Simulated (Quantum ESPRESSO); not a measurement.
# AlN (F-43m): a worked LO-TO splitting

How high does the longitudinal optical mode of AlN (F-43m) lie, given the transverse one, the Born charge and ε∞?

Method: DFT PBE, scalar-relativistic, plane waves, GBRV ultrasoft pseudopotentials, in Quantum ESPRESSO 7.5.

**1. The relaxed structure**

The structure is cubic, space group F-43m (No. 216). Conventional cell: a = 4.407 Å, b = 4.407 Å, c = 4.407 Å, α = 90.00°, β = 90.00°, γ = 90.00°. Nearest to Al lie 4 N at 1.91 Å. Nearest to N lie 4 Al at 1.91 Å. Farther neighbours and most contacts between anions are not listed.

This is the cell after its relaxation at this level of theory, not the database cell from which that began.

**2. What the response run gave**

A linear-response run on the relaxed cell, with the response to an electric field; only its zone-centre results are used. Cutoff 55 Ry, k mesh 8×8×8.

The log of the run:

```text
[banners, grids, parts of the stress and lines that vanish by symmetry left out]
Program PHONON v.7.5
     Reading xml data from directory:

[...]
Exchange-correlation= PBE
                           (   1   4   3   4   0   0   0)
[...]
kinetic-energy cut-off    =      55.0000  Ry
     charge density cut-off    =     440.0000  Ry
     convergence threshold     =      1.0E-18
[...]
Exchange-correlation= PBE
                           (   1   4   3   4   0   0   0)
[...]
q = (   0.0000000   0.0000000   0.0000000 )
     25 Sym.Ops. (with q -> -q+G )
     G cutoff =  772.8454  (  22419 G-vectors)     FFT grid: ( 40, 40, 40)
     G cutoff =  386.4227  (   7823 G-vectors)  smooth grid: ( 27, 27, 27)
     number of k points=    29
[...]
Mode symmetry, T_d (-43m)  point group:
[...]
Dielectric constant
[...]
End of electric fields calculation
          Dielectric constant in cartesian axis
          (       4.649352542       0.000000000      -0.000000000 )
          (       0.000000000       4.649352542      -0.000000000 )
          (      -0.000000000      -0.000000000       4.649352542 )
          Effective charges (d Force / dE) in cartesian axis without acoustic sum rule applied (asr)
           atom    1  Al    Mean Z*:        2.55333
      Ex  (        2.55333        0.00000       -0.00000 )
      Ey  (        0.00000        2.55333        0.00000 )
      Ez  (       -0.00000        0.00000        2.55333 )
           atom    2  N     Mean Z*:       -2.55805
      Ex  (       -2.55805        0.00000       -0.00000 )
      Ey  (        0.00000       -2.55805        0.00000 )
      Ez  (       -0.00000        0.00000       -2.55805 )
          Effective charges Sum: Mean:       -0.00472
[...]
Effective charges (d Force / dE) in cartesian axis with asr applied:
           atom    1  Al    Mean Z*:        2.55569
[...]
atom    2  N     Mean Z*:       -2.55569
[...]
Representation #   1 modes #   1   2   3
[...]
End of self-consistent calculation
     Convergence has been achieved
     Representation #   2 modes #   4   5   6
[...]
End of self-consistent calculation
     Convergence has been achieved
[...]
Dielectric constant in cartesian axis
          (       4.649352542       0.000000000      -0.000000000 )
          (       0.000000000       4.649352542      -0.000000000 )
          (      -0.000000000      -0.000000000       4.649352542 )
          Effective charges (d Force / dE) in cartesian axis without acoustic sum rule applied (asr)
           atom    1  Al    Mean Z*:        2.55333
      Ex  (        2.55333        0.00000       -0.00000 )
      Ey  (        0.00000        2.55333        0.00000 )
      Ez  (       -0.00000        0.00000        2.55333 )
           atom    2  N     Mean Z*:       -2.55805
      Ex  (       -2.55805        0.00000       -0.00000 )
      Ey  (        0.00000       -2.55805        0.00000 )
      Ez  (       -0.00000        0.00000       -2.55805 )
          Effective charges Sum: Mean:       -0.00472
[...]
Effective charges (d Force / dE) in cartesian axis with asr applied:
           atom    1  Al    Mean Z*:        2.55569
[...]
atom    2  N     Mean Z*:       -2.55569
[...]
q = (    0.000000000   0.000000000   0.000000000 )
[...]
freq (    1) =      -0.149464 [THz] =      -4.985581 [cm-1]
     freq (    2) =      -0.149464 [THz] =      -4.985581 [cm-1]
     freq (    3) =      -0.149464 [THz] =      -4.985581 [cm-1]
     freq (    4) =      19.054497 [THz] =     635.589621 [cm-1]
     freq (    5) =      19.054497 [THz] =     635.589621 [cm-1]
     freq (    6) =      19.054497 [THz] =     635.589621 [cm-1]
[...]
Mode symmetry, T_d (-43m)  point group:
     freq (   1-   3) =         -5.0  [cm-1]   --> T_2  G_15 P_4   I+R
     freq (   4-   6) =        635.6  [cm-1]   --> T_2  G_15 P_4   I+R

   JOB DONE.
```

| quantity | value |
| --- | --- |
| cell volume Ω (Å³) | 21.392 |
| mass of Al (u) | 26.982 |
| mass of N (u) | 14.007 |
| Born charge of Al, raw (e) | 2.553 |
| Born charge of N, raw (e) | -2.558 |
| ε∞ | 4.649 |
| ω(TO) after the sum rule (cm⁻¹) | 635.6 |

**3. The calculation**

The charges must sum to zero over the cell; taking off their mean, -0.002 e, leaves Z* = 2.556 e on Al. In the polar mode Al moves against N, so the reduced mass is μ = 26.98 × 14.01 / 40.99 = 9.220 u.

A longitudinal wave builds up a field that adds to the restoring force: ω(LO)² = ω(TO)² + 4π Z*² / (μ Ω ε∞), in Hartree atomic units. With μ = 16808 electron masses and Ω = 144.36 bohr³ the second term is 7.2756e-06 Ha², or 350458 cm⁻² (1 Ha = 219474.6 cm⁻¹).

So ω(LO) = √(404000 + 350458) = 868.6 cm⁻¹, and by the Lyddane-Sachs-Teller relation ε₀ = ε∞ (ω(LO)/ω(TO))² = 8.68.

**4. Check against the program**

The analysis program adds the same non-analytic term to the full matrix, here for q along (1 0 0).

The log of the run:

```text
[banner, memory and clock lines left out]
Program DYNMAT v.7.5

     Reading Dynamical Matrix from file g.dyn
     ...Force constants read
     ...epsilon and Z* read

     Polarizability (A^3 units)
     multiply by 0.451172 for Clausius-Mossotti correction
         6.212250    0.000000   -0.000000
         0.000000    6.212250   -0.000000
        -0.000000   -0.000000    6.212250

     IR activities are in (D/A)^2/amu units

# mode   [cm-1]    [THz]      IR
    1     -0.00   -0.0000    0.0000
    2      0.00    0.0000    0.0000
    3      0.00    0.0000    0.0000
    4    635.61   19.0550   16.3432
    5    635.61   19.0550   16.3432
    6    868.60   26.0400   16.3432
```

ε₀ comes from the program's run without a direction of q.

| quantity | by hand | program |
| --- | --- | --- |
| ω(LO) (cm⁻¹) | 868.6 | 868.6 |
| ε₀ | 8.68 | 8.68 |

**5. What came out**

```
TO mode                    : 635.6 cm⁻¹
LO mode                    : 868.6 cm⁻¹
static dielectric constant : 8.683
```

**Reading.** The LO mode of AlN (F-43m) lies at 869 cm⁻¹, 233 cm⁻¹ above the TO mode; the formula meets the program within 0.1 cm⁻¹, as it must for a cubic crystal with one polar mode. ω(LO)² − ω(TO)² goes with Z*²/ε∞: an error of 5 % in ε∞ would move the LO mode by 9.7 cm⁻¹, and semilocal functionals tend to overestimate ε∞. These are harmonic values at zero temperature, at the volume of this functional, for the structure held cubic; stability elsewhere in the zone is no part of this calculation.

[Host names and launcher messages were left out of these logs when they were recorded.]

[Logs are printed without paths, hosts, clocks, repeated set-up lines and the standing remarks that a program may print on its own settings, such as how far it seeks lower states.]

[Hosts, paths, dates, database ids (printed as entryN), source tags and the programs' standing remarks are cut or masked in the printed files.]
